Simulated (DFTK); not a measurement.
The system is PbO2.

```xyz
3
Lattice="0.0000 2.7020 2.7020 2.7020 0.0000 2.7020 2.7020 2.7020 0.0000" Properties=species:S:1:pos:R:3 pbc="T T T"
Pb    0.0000    0.0000    0.0000
O     4.0530    4.0530    4.0530
O     1.3510    1.3510    1.3510
```

The cell comes from a database or a generator and needn't be the stable form of this composition.

Base run:

```yaml
Program: DFTK 0.8.2
Functional: PBE
Potentials_or_basis: SPMS 1.0 (PBE)
Cutoff: 1225 eV
k_mesh: 9 × 9 × 9
Occupations: fermi-dirac, width 0.05 eV
Spin: no spin polarisation
```

Its results: band gap on the k mesh none (metal or under the smearing width); pressure -0.3 GPa.

Q: The run is repeated on the same cell with these changes: potentials or basis from SPMS 1.0 (PBE) to dojo.nc.sr.pbe.v0_4_1.standard.upf (PBE); cutoff from 1225 eV to 1143 eV. What comes out?

A: Band gap on the k mesh none (metal or under the smearing width); pressure 1.2 GPa.
